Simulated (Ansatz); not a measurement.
**GaAs: relaxation step by step**

The guess for GaAs was made by a generator: random sheet by layer group and Wyckoff sites. Its size is a rough estimate.

Only a and b repeat, and vacuum parts the sheet from its images along c.

```
CELL_PARAMETERS angstrom
7.04567 0.00000 0.00000
0.00000 7.04567 0.00000
0.00000 0.00000 15.00000
ATOMIC_POSITIONS crystal
Ga 0.50000 0.00000 0.51429
Ga 0.00000 0.50000 0.48571
As 0.00000 0.00000 0.50000
As 0.50000 0.50000 0.50000
```

The calculation used Ansatz 0.2.0, DFT PBE, scalar-relativistic, plane waves, PAW. Cutoff 420 eV, Gaussian smearing, Γ-centred meshes. In-plane cell and atoms relax first on a coarse mesh and then on a finer one. In metals the finer mesh still leaves noise of several meV/atom or more. The steps can't lower the symmetry of their start. No spin polarisation.

Steps on the 4×4×1 mesh (4 atoms, 12 steps). The free energy counts from the last step; the plane-wave basis is renewed at times, which shifts energy and pressure.

```tsv
step	ΔF (meV/atom)	largest force component (eV/Å)
1	1367.2	0.167
2	1122.5	0.082
3	833.0	0.032
4	525.1	0.008
5	242.6	0.002
6	37.4	0.001
7	30.9	0.005
8	0.1	0.007
9	0.1	0.009
10	0.0	0.001
11	-1.0	0.005
12	0.0	0.005
```

The relaxed structure, after a last relaxation on the converged mesh:

```cif
data_structure
_symmetry_space_group_name_H-M 'P 1'
_symmetry_Int_Tables_number 1
_cell_length_a 5.0934
_cell_length_b 5.0934
_cell_length_c 24.6572
_cell_angle_alpha 90.000
_cell_angle_beta 90.000
_cell_angle_gamma 90.000
_cell_volume 639.67
loop_
_atom_site_label
_atom_site_type_symbol
_atom_site_fract_x
_atom_site_fract_y
_atom_site_fract_z
_atom_site_occupancy
Ga1 Ga 0.50000 0.00000 0.31255 1
Ga2 Ga 0.00000 0.50000 0.29579 1
As1 As 0.00000 0.00000 0.30417 1
As2 As 0.50000 0.50000 0.30417 1
```

The symmetry stays p4/nmm (No. 64). The area per atom shrinks by 47.7 %, from 12.4 to 6.5 Å². The shortest distance goes from 3.53 Å (Ga–As) to 2.56 Å (Ga–As). The energy falls by about 1.4 eV/atom (the start's value is from the coarse mesh). The program sets the height of the box itself, so the height of the cell differs between start and end. Ga at height 0.41 Å has 4 As at 2.56 Å; As at height 0.21 Å has 4 Ga at 2.56 Å.

```
Area per atom                              : 6.49 Å²
Thickness between the outermost nuclei     : 0.41 Å
Energy over the elements                   : +0.32 eV/atom
Gap on the 10×10×1 mesh of the 4-atom cell : 0 eV (a metal)
```

Formation energies are uncorrected and refer to the elements' standard structures at the same level.

The last run used Gaussian smearing of 0.10 eV. The reference form of As is held partly by dispersion forces, which this level lacks. Symmetry constrained the relaxation, so the result can be a saddle point. In all, the 3 runs took 7.8 min on 1 thread of Arm Neoverse V2, with other jobs on the host.
